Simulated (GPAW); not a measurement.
# Os (P6_3/mmc) in GPAW: single point with PBE

Aim: the single point of Os with PBE.

Everything below comes from runs of GPAW 26.7.0. Logs are shortened: lines on timing, memory, paths and dates and some standing lists are left out, and cuts for length are marked. The log counts tension as positive stress, the text compression.

## Step 1: The structure

It takes space group P6_3/mmc (No. 194, hexagonal). The conventional cell has a = 2.734 Å, b = 2.734 Å, c = 4.320 Å, α = 90.00°, β = 90.00°, γ = 120.00°. Around Os (site symmetry -6m2) lie 12 Os at 2.68 to 2.73 Å.

## Step 2: Single point, PBE

Contents of run.py:

```python
from ase.dft.bandgap import bandgap
from ase.io import read, write
from ase.units import GPa
from gpaw import GPAW, PW

atoms = read('Os.cif')

calc = GPAW(mode=PW(500),
            xc='PBE',
            kpts={'size': (8, 8, 5), 'gamma': True},
            occupations={'name': 'fermi-dirac', 'width': 0.05},
            nbands=27,
            convergence={'density': 1e-05, 'energy': 1e-05},
            maxiter=100,
            txt='gpaw.txt')
atoms.calc = calc
energy = atoms.get_potential_energy()
forces = atoms.get_forces()
stress = atoms.get_stress()
calc.write('gs.gpw')
write('result.traj', atoms)
print(f'Energy: {energy:.6f} eV')
print('Forces (eV/A):')
print(forces.round(4))
print('Stress (GPa):', (stress / GPa).round(3))
print('Fermi level:', round(calc.get_fermi_level(), 4), 'eV')
print(f'Gap: {bandgap(calc)[0]:.4f} eV, direct: {bandgap(calc, direct=True)[0]:.4f} eV')
```

Contents of Os.cif:

```cif
data_Os
_cell_length_a 2.73410000
_cell_length_b 2.73410000
_cell_length_c 4.31970000
_cell_angle_alpha 90.00000000
_cell_angle_beta 90.00000000
_cell_angle_gamma 120.00000000
_space_group_name_H-M_alt 'P1'
_space_group_name_Hall 'P 1'
_space_group_IT_number 1
loop_
_space_group_symop_operation_xyz
'x,y,z'
loop_
_atom_site_label
_atom_site_type_symbol
_atom_site_symmetry_multiplicity
_atom_site_Wyckoff_symbol
_atom_site_fract_x
_atom_site_fract_y
_atom_site_fract_z
_atom_site_occupancy
Os1 Os 1 a 0.6666666667 0.3333333333 0.7500000000 1
Os2 Os 1 a 0.3333333333 0.6666666667 0.2500000000 1
```

Potentials or basis: GPAW PAW data sets (gpaw-data 1.2.1), pw.

Launch:

```bash
OMP_NUM_THREADS=1 python run.py
```

gpaw.txt:

```text
__  _  _
 | _ |_)|_||  |
 |__||  | ||/\| - 26.7.0

Input parameters:
  mode=PW(ecut=500.0),
  convergence={'density': 1e-05, 'energy': 1e-05},
  kpts=MonkhorstPack(size=(8, 8, 5), gamma=True),
  maxiter=100,
  nbands=27,
  occupations=Occupations(name='fermi-dirac', width=0.05),
  xc=XC(name='PBE')

Diagonalizing LCAO Hamiltonian
Converting LCAO to pw mode

          Os

        Os

Atoms  # Å, Bohr magnetons
|   | symbol |         x |        y |        z |    initial magnetic moments |
|---|--------|-----------|----------|----------|-----------------------------|
| 0 |     Os |  1.367050 | 0.789267 | 3.239775 | ( 0.0000,  0.0000,  0.0000) |
| 1 |     Os | -0.000000 | 1.578533 | 1.079925 | ( 0.0000,  0.0000,  0.0000) |

Unit cell  # Å
| periodic |         x |        y |        z |  lengths |     angles |
|----------|-----------|----------|----------|----------|------------|
|      yes |  2.734100 | 0.000000 | 0.000000 | 2.734100 |  90.000000 |
|      yes | -1.367050 | 2.367800 | 0.000000 | 2.734100 |  90.000000 |
|      yes |  0.000000 | 0.000000 | 4.319700 | 4.319700 | 120.000000 |

Number of symmetries: 12
Symmetry operations  # r_c * U_cc + t_c -> r_c
|    | kind |            matrix            |
|----|------|------------------------------|
|  0 |  σ   |  1, 1, 0,  0,-1, 0,  0, 0, 1 |
|  1 |  S6  |  1, 1, 0, -1, 0, 0,  0, 0,-1 |
|  2 |  E   |  1, 0, 0,  0, 1, 0,  0, 0, 1 |
|  3 |  C2  |  1, 0, 0, -1,-1, 0,  0, 0,-1 |
|  4 |  C2  |  0, 1, 0,  1, 0, 0,  0, 0,-1 |
|  5 |  C3  |  0, 1, 0, -1,-1, 0,  0, 0, 1 |
|  6 |  S6  |  0,-1, 0,  1, 1, 0,  0, 0,-1 |
|  7 |  σ   |  0,-1, 0, -1, 0, 0,  0, 0, 1 |
|  8 |  σ   | -1, 0, 0,  1, 1, 0,  0, 0, 1 |
|  9 |  i   | -1, 0, 0,  0,-1, 0,  0, 0,-1 |
| 10 |  C3  | -1,-1, 0,  1, 0, 0,  0, 0, 1 |
| 11 |  C2  | -1,-1, 0,  0, 1, 0,  0, 0,-1 |

BZ-sampling:
  Number of BZ points: 320
  Number of IBZ points: 40

  Monkhorst-Pack size: [8, 8, 5]
  Monkhorst-Pack shift: [0.0625, 0.0625, 0.0]

K-points  # in reciprocal-cell coordinates
|     |                                coordinates |     weight |
|-----|--------------------------------------------|------------|
|   0 | (  0.00000000,   0.00000000,   0.00000000) | 0.00312500 |
|   1 | (  0.00000000,   0.00000000,   0.20000000) | 0.00625000 |
|   2 | (  0.00000000,   0.00000000,   0.40000000) | 0.00625000 |
|   3 | (  0.12500000,   0.00000000,  -0.40000000) | 0.01875000 |
|   4 | (  0.12500000,   0.00000000,  -0.20000000) | 0.01875000 |
|   5 | (  0.12500000,   0.00000000,   0.00000000) | 0.01875000 |
|   6 | (  0.12500000,   0.00000000,   0.20000000) | 0.01875000 |
|   7 | (  0.12500000,   0.00000000,   0.40000000) | 0.01875000 |
|   8 | (  0.25000000,  -0.12500000,   0.00000000) | 0.01875000 |
|   9 | (  0.25000000,  -0.12500000,   0.20000000) | 0.03750000 |
| ... |                                            |            |
|  39 | (  0.50000000,   0.50000000,   0.40000000) | 0.01875000 |

Plane wave coefficients: 721
Cutoff: 500.0 eV

Spin-components: 1 (collinear spins)
Bands:           27
Projectors:      12
Spin-degeneracy: 2
Datatype:        complex128

Parallelization:
  kpt:    1
  domain: 1
  band:   1

Density:
  Valence electrons: 28.0
  Components: 1
  Grid points: [15 15 24]
  Charge: 0.0  # |e|

Potential:
  Grid points: [15 15 24]

species:
  Os:
    name:    Osmium
    Z:       76.0
    valence: 14
    core:    62
    charge:  0.0  # [|e|]
    compensation charges:
      type: gauss
      rc: 0.39  # [Å]
      lmax: 2
    cutoffs:
      filter: 2.36  # [Å]
      core: 2.55  # [Å]
    projectors
    | kind |    occ | energy [eV] | rcut [Å] |
    |------|--------|-------------|----------|
    |   6s |  2.000 |      -6.125 |    1.349 |
    |   5p |  6.000 |     -50.878 |    1.397 |
    |   6p |  0.000 |      -1.276 |    1.397 |
    |   5d |  6.000 |      -6.274 |    1.244 |
    |    s |        |      21.086 |    1.349 |
    |    d |        |      20.938 |    1.244 |

    Using partial waves for Os as LCAO basis

Reference energy: -937847.914077  # eV

eigensolver:
  PPCG
  Converge bands: occupied
  niter=2

density mixing:
  MSR1-Mixer
  Pratt-step length: 0.05
  Maximum mixing coefficient: 0.75
  Old densities: 10
  SVD Regularization: 0.005
  Good broyden scale: 1.0
  Trust region scale: 1.0
  Backstep threshold: 4.0
  History deletion threshold: 6.0
  Fourier metric: weight=20.0, sigma=0.015

occupation numbers:
  Fermi-Dirac:
    width: 0.0500  # eV

poisson solver:
  ecut: 4000.0  # eV

xc functional:
  name: PBE with 2 nearest neighbor stencil

convergence criteria:
- Maximum integral of absolute [dens]ity change: 1e-05 electrons / valence electron
- Maximum [total energy] change in last 3 cyles: 1e-05 eV / valence electron
- Maximum integral of absolute [eigenst]ate change: 4e-08 eV^2 / valence electron
maximum number of iterations: 100

SCF iterations
|iter     | |      energy | eigst |  dens |
|---------|-|-------------|-------|-------|
|iter:   1| |  -22.812327 | +0.13 |       |
|iter:   2| |  -22.742439 | -2.56 | -1.27 |
|iter:   3| |  -22.429316 | -2.15 | -1.31 |
|iter:   4| |  -22.439396 | -3.05 | -2.05 |
|iter:   5| |  -22.445860 | -3.05 | -2.37 |
|iter:   6| |  -22.445906 | -4.97 | -3.49 |
|iter:   7| |  -22.445911c| -5.67 | -3.86 |
|iter:   8| |  -22.445911c| -7.15 | -4.55 |
|iter:   9| |  -22.445912c| -7.55c| -4.87 |
|iter:  10| |  -22.445912c| -8.89c| -5.60c|

Converged in 10 steps
Energy contributions relative to reference atoms: (reference = -937847.914077)

Energy contributions:
  Kinetic:           8.563263
  Coulomb:         -10.060950
  Zero:             -0.391200
  External:          0.000000
  Xc:              -20.553009
  Entropy:          -0.008030
  Spinorbit:         0.000000
  ----------------------------
  Free energy:     -22.449927
  Extrapolated:    -22.445912

dipole moment: (-0.000001, -0.000001, -0.000002)  # |e|*Ang

Fermi level: 15.577
Eigenvalues  # (at kpt = [0.000, 0.000, 0.000])
| band index |      eig [eV] | occ [0-2] |
|------------|---------------|-----------|
|          0 |       -30.916 |     2.000 |
|        ... |               |           |
|          7 |         8.061 |     2.000 |
|          8 |        12.757 |     2.000 |
|          9 |        12.757 |     2.000 |
|         10 |        13.007 |     2.000 |
|         11 |        13.597 |     2.000 |
|         12 |        13.597 |     2.000 |
[... 8 lines left out ...]
|         21 |        33.223 |     0.000 |
|         22 |        37.505 |     0.000 |
|        ... |               |           |
|         26 |        38.907 |     0.000 |

No gap
No difference between direct/indirect transitions

Forces  # eV/Ang
|       x |       y |        z |
|---------|---------|----------|
| 0.00000 | 0.00000 |  0.00001 |  # Os   0
| 0.00000 | 0.00000 | -0.00001 |  # Os   1

Stress tensor  # eV/Ang^3
|         x |         y |         z |
|-----------|-----------|-----------|
| -0.033914 |  0.000000 |  0.000000 |
|  0.000000 | -0.033914 | -0.000000 |
|  0.000000 | -0.000000 | -0.036335 |

# Writing to gs.gpw (mode='')
```

It took 8.4 s on 1 thread of Intel Xeon 6975P-C (Granite Rapids), shared host; peak memory 0.15 GiB.

Results:

```
Free energy            : -22.4499 eV
Pressure               : 5.6 GPa
Band gap on the k mesh : none (metal or under the smearing width)
```

Levels at points of the mesh, in eV from the Fermi level:
| k point | band 10 | band 11 | band 12 | band 13 | band 14 | band 15 | band 16 | band 17 | band 18 | band 19 |
| --- | --- | --- | --- | --- | --- | --- | --- | --- | --- | --- |
| (0.00, 0.00, 0.00) | -2.82 | -2.57 | -1.98 | -1.98 | -1.34 | -1.34 | 0.24 | 1.91 | 1.91 | 9.31 |
| (0.50, 0.50, 0.00) | -3.32 | -2.68 | -2.35 | -1.65 | 2.28 | 2.85 | 2.96 | 4.67 | 5.97 | 9.51 |

Caveat: the cutoff is short for stress and forces, so pressures can be off by a GPa or more. The run has no spin-orbit coupling, so splittings on Os are missing.
